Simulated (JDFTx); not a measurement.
# KTaO3 (Pm-3m) in JDFTx: equation of state

Aim: energy against volume of KTaO3 in PBEsol, for its equilibrium volume and stiffness.

Everything below comes from runs of JDFTx 1.7.0 (patched build). Logs are shortened: lines on timing, memory, paths and dates and some standing lists are left out, and cuts for length are marked. The log counts tension as positive stress, the text compression.

## (1) Starting point

The structure is cubic, space group Pm-3m (No. 221). Conventional cell: a = 3.988 Å, b = 3.988 Å, c = 3.988 Å, α = 90.00°, β = 90.00°, γ = 90.00°. Around Ta (site symmetry m-3m) lie 6 O at 1.99 Å. K (site symmetry m-3m) has 12 O at 2.82 Å as nearest neighbours. O (site symmetry 4/mmm) has 2 Ta at 1.99 Å as nearest neighbours.

## (2) Equation of state, PBEsol, 11.93 Å³/atom (volume scaled by 0.94)

Input file KTaO3.in:

```
lattice \
    7.3829393952     0.0000000000     0.0000000000 \
    0.0000000000     7.3829393952     0.0000000000 \
    0.0000000000     0.0000000000     7.3829393952
coords-type Lattice
ion Ta     0.0000000000     0.0000000000     0.0000000000 1
ion K      0.5000000000     0.5000000000     0.5000000000 1
ion O      0.0000000000     0.0000000000     0.5000000000 1
ion O      0.0000000000     0.5000000000     0.0000000000 1
ion O      0.5000000000     0.0000000000     0.0000000000 1

ion-species pseudo/Ta.upf
ion-species pseudo/K.upf
ion-species pseudo/O.upf
elec-cutoff 42 336
elec-ex-corr gga-PBEsol
kpoint-folding 7 7 7
elec-smearing Fermi 0.0018374661
elec-n-bands 27
electronic-SCF nIterations 100 energyDiffThreshold 1e-09
electronic-minimize nIterations 30 energyDiffThreshold 1e-7
forces-output-coords Cartesian

dump-name run.$VAR
dump End Ecomponents EigStats BandEigs Kpoints Forces Stress
```

Potentials or basis: PseudoDojo-SR-PBEsol-0.4.1-standard with smoothed tails.

The run is started by

```bash
> jdftx -c 1 -i KTaO3.in -o KTaO3.out
```

What it wrote:

```text
*************** JDFTx 1.7.0 (patched build) ***************

[... 9 lines left out ...]
---------- Initializing the Grid ----------
R =
[      7.38294            0            0  ]
[            0      7.38294            0  ]
[            0            0      7.38294  ]
unit cell volume = 402.428
G =
[   0.851041          0          0  ]
[          0   0.851041          0  ]
[          0          0   0.851041  ]
Minimum fftbox size, Smin = [  64  64  64  ]
Chosen fftbox size, S = [  64  64  64  ]

---------- Initializing tighter grid for wavefunction operations ----------
R =
[      7.38294            0            0  ]
[            0      7.38294            0  ]
[            0            0      7.38294  ]
unit cell volume = 402.428
G =
[   0.851041          0          0  ]
[          0   0.851041          0  ]
[          0          0   0.851041  ]
Minimum fftbox size, Smin = [  44  44  44  ]
Chosen fftbox size, S = [  48  48  48  ]

---------- Exchange Correlation functional ----------
Initalized PBEsol GGA exchange.
Initalized PBEsol GGA correlation.

---------- Setting up pseudopotentials ----------
Width of ionic core gaussian charges (only for fluid interactions / plotting) set to 0

Reading pseudopotential file 'pseudo/Ta.upf':
  'Ta' pseudopotential, 'PBESOL' functional
  Generated using ONCVPSP code by D. R. Hamann
  13 valence electrons, 4 orbitals, 8 projectors, 1001 radial grid points, with lMax = 3
    5S    l: 0   occupation:  2.0   eigenvalue: -2.683866
    5P    l: 1   occupation:  6.0   eigenvalue: -1.448529
    5D    l: 2   occupation:  3.0   eigenvalue: -0.133056
    6S    l: 0   occupation:  2.0   eigenvalue: -0.201047
  Core radius for overlap checks: 2.22 bohrs.

Reading pseudopotential file 'pseudo/K.upf':
  'K' pseudopotential, 'PBESOL' functional
  Generated using ONCVPSP code by D. R. Hamann
  9 valence electrons, 3 orbitals, 6 projectors, 1001 radial grid points, with lMax = 2
    3S    l: 0   occupation:  2.0   eigenvalue: -1.296039
    3P    l: 1   occupation:  6.0   eigenvalue: -0.690783
    4S    l: 0   occupation:  1.0   eigenvalue: -0.084574
  WARNING: large normalization error in atomic orbital 2s (integral: 0.981092).
  Core radius for overlap checks: 1.56 bohrs.

Reading pseudopotential file 'pseudo/O.upf':
  'O' pseudopotential, 'PBESOL' functional
  Generated using ONCVPSP code by D. R. Hamann
  6 valence electrons, 2 orbitals, 5 projectors, 936 radial grid points, with lMax = 2
    2S    l: 0   occupation:  2.0   eigenvalue: -0.874950
    2P    l: 1   occupation:  4.0   eigenvalue: -0.329796
  Core radius for overlap checks: 1.39 bohrs.

Initialized 3 species with 5 total atoms.

Folded 1 k-points by 7x7x7 to 343 k-points.

---------- Setting up k-points, bands, fillings ----------
Reduced to 20 k-points under symmetry.
[... 21 lines left out ...]
LCAOMinimize: Encountered beta<0, resetting CG.
[... 15 lines of inner loops ...]
LCAOMinimize: Iter:   7  F: -135.5012501205506510  |grad|_K:  1.930e-07  alpha:  8.588e-01  linmin:  3.363e-03  cgtest: -1.881e-02
	FillingsUpdate:  mu: +0.428777829  nElectrons: 40.000000
LCAOMinimize: Iter:   8  F: -135.5012501207727666  |grad|_K:  1.022e-07  alpha:  7.613e-01  linmin: -1.120e-03  cgtest:  9.026e-03
LCAOMinimize: Converged (|Delta F|<1.000000e-06 for 2 iters).

-------- Electronic minimization -----------
Will mix electronic density at each iteration.
	FillingsUpdate:  mu: +0.428777829  nElectrons: 40.000000
	FillingsUpdate:  mu: +0.420069476  nElectrons: 40.000000
SCF: Cycle:  0   F: -135.645215910967863   dF: -1.440e-01   |Residual|: 2.840e-01   |deigs|: 3.915e-02
	FillingsUpdate:  mu: +0.398716516  nElectrons: 40.000000
SCF: Cycle:  1   F: -135.701950661272576   dF: -5.673e-02   |Residual|: 6.139e-02   |deigs|: 3.017e-02
	FillingsUpdate:  mu: +0.396447373  nElectrons: 40.000000
SCF: Cycle:  2   F: -135.707349080497806   dF: -5.398e-03   |Residual|: 2.923e-02   |deigs|: 9.823e-03
	FillingsUpdate:  mu: +0.391915047  nElectrons: 40.000000
SCF: Cycle:  3   F: -135.707831419638893   dF: -4.823e-04   |Residual|: 5.758e-03   |deigs|: 6.017e-03
	FillingsUpdate:  mu: +0.391568245  nElectrons: 40.000000
SCF: Cycle:  4   F: -135.707870886153756   dF: -3.947e-05   |Residual|: 3.036e-03   |deigs|: 1.624e-03
	FillingsUpdate:  mu: +0.391521294  nElectrons: 40.000000
SCF: Cycle:  5   F: -135.707881487100451   dF: -1.060e-05   |Residual|: 7.681e-04   |deigs|: 6.032e-04
	FillingsUpdate:  mu: +0.391365780  nElectrons: 40.000000
SCF: Cycle:  6   F: -135.707884088787438   dF: -2.602e-06   |Residual|: 3.128e-04   |deigs|: 3.586e-04
	FillingsUpdate:  mu: +0.391382553  nElectrons: 40.000000
SCF: Cycle:  7   F: -135.707885275393039   dF: -1.187e-06   |Residual|: 7.831e-05   |deigs|: 2.789e-04
[... 7 lines left out ...]
SCF: Cycle: 11   F: -135.707886399257092   dF: -8.568e-08   |Residual|: 1.436e-05   |deigs|: 2.821e-04
	FillingsUpdate:  mu: +0.391346733  nElectrons: 40.000000
SCF: Cycle: 12   F: -135.707886425629823   dF: -2.637e-08   |Residual|: 5.814e-05   |deigs|: 2.049e-04
	FillingsUpdate:  mu: +0.391356740  nElectrons: 40.000000
SCF: Cycle: 13   F: -135.707886457865186   dF: -3.224e-08   |Residual|: 1.259e-05   |deigs|: 6.177e-04
	FillingsUpdate:  mu: +0.391358406  nElectrons: 40.000000
SCF: Cycle: 14   F: -135.707886463077330   dF: -5.212e-09   |Residual|: 2.406e-05   |deigs|: 5.781e-04
	FillingsUpdate:  mu: +0.391355273  nElectrons: 40.000000
SCF: Cycle: 15   F: -135.707886468373346   dF: -5.296e-09   |Residual|: 1.712e-05   |deigs|: 7.242e-04
	FillingsUpdate:  mu: +0.391352676  nElectrons: 40.000000
SCF: Cycle: 16   F: -135.707886469873841   dF: -1.500e-09   |Residual|: 4.753e-06   |deigs|: 3.561e-04
	FillingsUpdate:  mu: +0.391351645  nElectrons: 40.000000
SCF: Cycle: 17   F: -135.707886470576227   dF: -7.024e-10   |Residual|: 6.245e-06   |deigs|: 4.667e-04
	FillingsUpdate:  mu: +0.391351683  nElectrons: 40.000000
SCF: Cycle: 18   F: -135.707886470953326   dF: -3.771e-10   |Residual|: 6.025e-06   |deigs|: 2.398e-04
SCF: Converged (|Delta E|<1.000000e-09 for 2 iters).

Setting wave functions to eigenvectors of Hamiltonian

# Stress tensor in Cartesian coordinates [Eh/a0^3]:
[ -0.000414906            0            0  ]
[            0 -0.000414906            0  ]
[            0            0 -0.000414906  ]

# Ionic positions in lattice coordinates:
ion Ta   0.000000000000000   0.000000000000000   0.000000000000000 1
ion K   0.500000000000000   0.500000000000000   0.500000000000000 1
ion O   0.000000000000000   0.000000000000000   0.500000000000000 1
ion O   0.000000000000000   0.500000000000000   0.000000000000000 1
ion O   0.500000000000000   0.000000000000000   0.000000000000000 1

# Forces in Cartesian coordinates:
force Ta   0.000000000000000   0.000000000000000  -0.000000000000000 1
force K  -0.000000000000000  -0.000000000000000   0.000000000000000 1
force O   0.000000000000000   0.000000000000000  -0.000000000000000 1
force O  -0.000000000000000  -0.000000000000000   0.000000000000000 1
force O   0.000000000000000  -0.000000000000000  -0.000000000000000 1

# Energy components:
   Eewald =     -105.8429019072329709
       EH =       27.4571325453669886
     Eloc =      -94.6735116069061604
      Enl =        0.9911431715011241
      Exc =      -33.5728978308232371
 Exc_core =        9.0831131847891022
       KE =       60.8500359723523871
-------------------------------------
     Etot =     -135.7078864709527579
       TS =        0.0000000000005778
-------------------------------------
        F =     -135.7078864709533264

IonicMinimize: Iter:   0  F: -135.707886470953326  |grad|_K:       -nan
IonicMinimize: None of the convergence criteria satisfied after 0 iterations.

#--- Lowdin population analysis ---
# oxidation-state Ta +1.535
# oxidation-state K +0.794
# oxidation-state O -0.713 -0.713 -0.713

Dumping 'run.eigStats' ...
	eMin: -2.117014 at state 0 ( [ +0.000000 +0.000000 +0.000000 ] spin 0 )
	HOMO: +0.346762 at state 19 ( [ +0.428571 +0.428571 +0.428571 ] spin 0 )
	mu  : +0.391352
	LUMO: +0.432803 at state 0 ( [ +0.000000 +0.000000 +0.000000 ] spin 0 )
	eMax: +0.781184 at state 9 ( [ +0.000000 +0.428571 +0.428571 ] spin 0 )
	HOMO-LUMO gap: +0.086042
	Optical gap  : +0.105722 at state 0 ( [ +0.000000 +0.000000 +0.000000 ] spin 0 )
Done!
[note: mu as printed may lie anywhere between the filled and the empty levels]
```

Wall time 2.1 min (1 thread of Intel Xeon Platinum 8488C (Sapphire Rapids), shared host); peak memory 0.24 GiB.

What came out:

```yaml
Free_energy: -3692.7997 eV
Pressure: 12.2 GPa
Band_gap_on_the_k_mesh: 2.34 eV, indirect (least direct gap 2.88 eV)
Loewdin_charges: Ta +1.53; K +0.79; O -0.71 e
```

Caveat: spin-orbit coupling is left out, which moves the levels of the heavy elements; an odd mesh through Γ misses points on the zone boundary, where band edges often lie.

## (3) Equation of state, PBEsol, 12.18 Å³/atom (volume scaled by 0.96)

Edit KTaO3.in of step 2 so:

```diff
@@ -1,5 +1,5 @@
 lattice \
-    7.3829393952     0.0000000000     0.0000000000 \
-    0.0000000000     7.3829393952     0.0000000000 \
-    0.0000000000     0.0000000000     7.3829393952
+    7.4349336391     0.0000000000     0.0000000000 \
+    0.0000000000     7.4349336391     0.0000000000 \
+    0.0000000000     0.0000000000     7.4349336391
 coords-type Lattice
```

Potentials or basis: PseudoDojo-SR-PBEsol-0.4.1-standard with smoothed tails.

The run is started by

```bash
> jdftx -c 1 -i KTaO3.in -o KTaO3.out
```

It took 2.1 min on 1 thread of Intel Xeon Platinum 8488C (Sapphire Rapids), shared host; peak memory 0.25 GiB.

It converged, with:

```
Free energy            : -3692.8759 eV
Pressure               : 7.1 GPa
Band gap on the k mesh : 2.30 eV, indirect (least direct gap 2.85 eV)
Loewdin charges        : Ta +1.54; K +0.79; O -0.71 e
```

Caveat: spin-orbit coupling is left out, which moves the levels of the heavy elements; an odd mesh through Γ misses points on the zone boundary, where band edges often lie.

## (4) Equation of state, PBEsol, 12.43 Å³/atom (volume scaled by 0.98)

Edit KTaO3.in of step 3 so:

```diff
@@ -1,5 +1,5 @@
 lattice \
-    7.4349336391     0.0000000000     0.0000000000 \
-    0.0000000000     7.4349336391     0.0000000000 \
-    0.0000000000     0.0000000000     7.4349336391
+    7.4862106640     0.0000000000     0.0000000000 \
+    0.0000000000     7.4862106640     0.0000000000 \
+    0.0000000000     0.0000000000     7.4862106640
 coords-type Lattice
```

The run is started by

```bash
> jdftx -c 1 -i KTaO3.in -o KTaO3.out
```

Run time: 2.2 min. Hardware: 1 thread of Intel Xeon Platinum 8488C (Sapphire Rapids), shared host; peak memory 0.25 GiB.

It converged, with:

```
Free energy            : -3692.9134 eV
Pressure               : 2.4 GPa
Band gap on the k mesh : 2.25 eV, indirect (least direct gap 2.82 eV)
Loewdin charges        : Ta +1.55; K +0.79; O -0.72 e
```

Caveat: spin-orbit coupling is left out, which moves the levels of the heavy elements; an odd mesh through Γ misses points on the zone boundary, where band edges often lie.

## (5) Equation of state, PBEsol, 12.69 Å³/atom

Edit KTaO3.in of step 4 so:

```diff
@@ -1,5 +1,5 @@
 lattice \
-    7.4862106640     0.0000000000     0.0000000000 \
-    0.0000000000     7.4862106640     0.0000000000 \
-    0.0000000000     0.0000000000     7.4862106640
+    7.5367947028     0.0000000000     0.0000000000 \
+    0.0000000000     7.5367947028     0.0000000000 \
+    0.0000000000     0.0000000000     7.5367947028
 coords-type Lattice
```

The run is started by

```bash
> jdftx -c 1 -i KTaO3.in -o KTaO3.out
```

Wall time 2.2 min (1 thread of Intel Xeon Platinum 8488C (Sapphire Rapids), shared host); peak memory 0.26 GiB.

Results (log left out):

| Property | Result |
| --- | --- |
| Free energy | -3692.9164 eV |
| Pressure | -1.7 GPa |
| Band gap on the k mesh | 2.21 eV, indirect (least direct gap 2.79 eV) |
| Loewdin charges | Ta +1.56; K +0.79; O -0.72 e |

Caveat: spin-orbit coupling is left out, which moves the levels of the heavy elements; an odd mesh through Γ misses points on the zone boundary, where band edges often lie.

## (6) Equation of state, PBEsol, 12.94 Å³/atom (volume scaled by 1.02)

Edit KTaO3.in of step 5 so:

```diff
@@ -1,5 +1,5 @@
 lattice \
-    7.5367947028     0.0000000000     0.0000000000 \
-    0.0000000000     7.5367947028     0.0000000000 \
-    0.0000000000     0.0000000000     7.5367947028
+    7.5867087051     0.0000000000     0.0000000000 \
+    0.0000000000     7.5867087051     0.0000000000 \
+    0.0000000000     0.0000000000     7.5867087051
 coords-type Lattice
```

Potentials or basis: PseudoDojo-SR-PBEsol-0.4.1-standard with smoothed tails.

The run is started by

```bash
> jdftx -c 1 -i KTaO3.in -o KTaO3.out
```

It took 2.2 min on 1 thread of Intel Xeon Platinum 8488C (Sapphire Rapids), shared host; peak memory 0.26 GiB.

Results (log left out):

| Item | Value |
| --- | --- |
| Free energy | -3692.8883 eV |
| Pressure | -5.4 GPa |
| Band gap on the k mesh | 2.16 eV, indirect (least direct gap 2.75 eV) |
| Loewdin charges | Ta +1.57; K +0.79; O -0.72 e |

Caveat: spin-orbit coupling is left out, which moves the levels of the heavy elements; an odd mesh through Γ misses points on the zone boundary, where band edges often lie.

## (7) Equation of state, PBEsol, 13.20 Å³/atom (volume scaled by 1.04)

Edit KTaO3.in of step 6 so:

```diff
@@ -1,5 +1,5 @@
 lattice \
-    7.5867087051     0.0000000000     0.0000000000 \
-    0.0000000000     7.5867087051     0.0000000000 \
-    0.0000000000     0.0000000000     7.5867087051
+    7.6359744279     0.0000000000     0.0000000000 \
+    0.0000000000     7.6359744279     0.0000000000 \
+    0.0000000000     0.0000000000     7.6359744279
 coords-type Lattice
```

The run is started by

```bash
> jdftx -c 1 -i KTaO3.in -o KTaO3.out
```

Run time: 2.3 min. Hardware: 1 thread of Intel Xeon Platinum 8488C (Sapphire Rapids), shared host; peak memory 0.27 GiB.

Results (log left out):

```
Free energy            : -3692.8324 eV
Pressure               : -8.7 GPa
Band gap on the k mesh : 2.12 eV, indirect (least direct gap 2.71 eV)
Loewdin charges        : Ta +1.58; K +0.78; O -0.72 e
```

Caveat: spin-orbit coupling is left out, which moves the levels of the heavy elements; an odd mesh through Γ misses points on the zone boundary, where band edges often lie.

## (8) Equation of state, PBEsol, 13.45 Å³/atom (volume scaled by 1.06)

Edit KTaO3.in of step 7 so:

```diff
@@ -1,5 +1,5 @@
 lattice \
-    7.6359744279     0.0000000000     0.0000000000 \
-    0.0000000000     7.6359744279     0.0000000000 \
-    0.0000000000     0.0000000000     7.6359744279
+    7.6846125190     0.0000000000     0.0000000000 \
+    0.0000000000     7.6846125190     0.0000000000 \
+    0.0000000000     0.0000000000     7.6846125190
 coords-type Lattice
```

The run is started by

```bash
> jdftx -c 1 -i KTaO3.in -o KTaO3.out
```

Wall time 2.4 min (1 thread of Intel Xeon Platinum 8488C (Sapphire Rapids), shared host); peak memory 0.27 GiB.

The run converged. Its results:

| Item | Value |
| --- | --- |
| Free energy | -3692.7517 eV |
| Pressure | -11.7 GPa |
| Band gap on the k mesh | 2.07 eV, indirect (least direct gap 2.67 eV) |
| Loewdin charges | Ta +1.58; K +0.78; O -0.73 e |

Caveat: spin-orbit coupling is left out, which moves the levels of the heavy elements; an odd mesh through Γ misses points on the zone boundary, where band edges often lie.

## (9) Equation of state, PBEsol

Potentials or basis: PseudoDojo-SR-PBEsol-0.4.1-standard with smoothed tails.

This step only gathers the single runs of the series.

Results:

| Item | Value |
| --- | --- |
| Equilibrium volume | 12.58 Å³/atom |
| Bulk modulus | 203 GPa |
| Pressure derivative of the bulk modulus | 4.5 |

Energy against volume, from the lowest point:
```tsv
volume (Å³/atom)	energy (meV/atom)
11.927	23.33
12.180	8.09
12.434	0.58
12.688	0.00
12.942	5.62
13.196	16.79
13.449	32.93
```

Spin-orbit coupling is left out, which matters for the levels of Ta.
